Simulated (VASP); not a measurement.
## La2O3: relaxation of cell and atoms with PBE

Crystal: La2O3.

```xyz
5
Lattice="3.9308 0.0000 0.0000 -1.9654 3.4042 0.0000 0.0000 0.0000 6.1120" Properties=species:S:1:pos:R:3 pbc="T T T"
La    1.9654    1.1347    4.6070
La    0.0000    2.2694    1.5050
O     1.9654    1.1347    2.1643
O     0.0000    2.2694    3.9477
O     0.0000    0.0000    0.0000
```

The cell is a database's computed one.

```yaml
Program: VASP 6.6.1
Task: relaxation of cell and atoms
Functional: PBE
Potentials_or_basis: VASP PAW PBE potentials, release 64 (La, O)
Cutoff: 600 eV
k_mesh: 9 × 9 × 4
Occupations: gaussian, width 0.02 eV
Spin: no spin polarisation
Dipole_correction: no
Further_INCAR_settings: ALGO = Fast; EDIFF = 1e-06; IBRION = 2; EDIFFG = -0.01; NSW = 100; ISIF = 3
```

```json
{
 "Relaxed volume": "16.58 Å³/atom",
 "Relaxed cell": "a = 3.936 Å, b = 3.936 Å, c = 6.179 Å, α = 90.00°, β = 90.00°, γ = 120.00°",
 "Space group after relaxing (to 0.05 Å)": "P-3m1 (No. 164)",
 "Energy gained by relaxing": "1.1 meV/atom",
 "Ionic steps": "14",
 "Pressure after relaxing": "0.0 GPa",
 "Largest force after relaxing": "0.009 eV/Å",
 "Band gap on the k mesh": "3.88 eV, indirect (least direct gap 3.98 eV)"
}
```

Forces on the atoms (eV/Å):
```
La   0.000  0.000 -0.009
La   0.000  0.000  0.009
O    0.000  0.000  0.001
O    0.000  0.000 -0.001
O    0.000  0.000  0.000
```

Step by step:
```tsv
step	energy change (eV)	largest force (eV/Å)	pressure (GPa)	volume (Å³)
1	0.0000	0.0122	1.48	81.78
2	-0.0009	0.1579	-1.35	83.58
3	-0.0043	0.0829	-0.04	82.73
4	-0.0052	0.0166	-0.01	82.83
5	-0.0054	0.0260	-0.01	82.88
6	-0.0054	0.0323	-0.01	82.90
7	-0.0056	0.0223	0.00	82.91
8	-0.0056	0.0163	0.00	82.93
9	-0.0056	0.0197	0.00	82.92
10	-0.0056	0.0164	0.00	82.92
11	-0.0056	0.0161	0.00	82.92
12	-0.0056	0.0216	-0.01	82.92
13	-0.0057	0.0105	0.00	82.92
14	-0.0057	0.0092	0.00	82.92
```

Final structure:
```xyz
5
Lattice="3.9364 0.0000 0.0000 -1.9682 3.4090 0.0000 0.0000 0.0000 6.1792" Properties=species:S:1:pos:R:3 pbc="T T T"
La    1.9682    1.1363    4.6521
La    0.0000    2.2727    1.5272
O     1.9682    1.1363    2.1902
O     0.0000    2.2727    3.9891
O     0.0000    0.0000    0.0000
```

Levels at points of the mesh, in eV from the valence-band top:
```tsv
k point	band 16	band 17	band 18	band 19	band 20	band 21	band 22	band 23	band 24
(0.00, 0.00, 0.00)	-2.06	-1.61	-0.34	-0.34	-0.08	4.29	4.63	4.63	5.10
(0.00, 0.00, 0.50)	-1.85	-0.96	-0.74	-0.25	-0.25	4.68	4.75	4.75	4.90
```

It took 11 min on 1 thread of Intel(R) Xeon(R) 6975P-C (Granite Rapids), with other jobs on the host, peak memory 0.32 GiB.

Caveat: spin-orbit coupling is left out, which moves the levels of the heavy elements; an odd mesh through Γ misses points on the zone boundary, where band edges often lie.
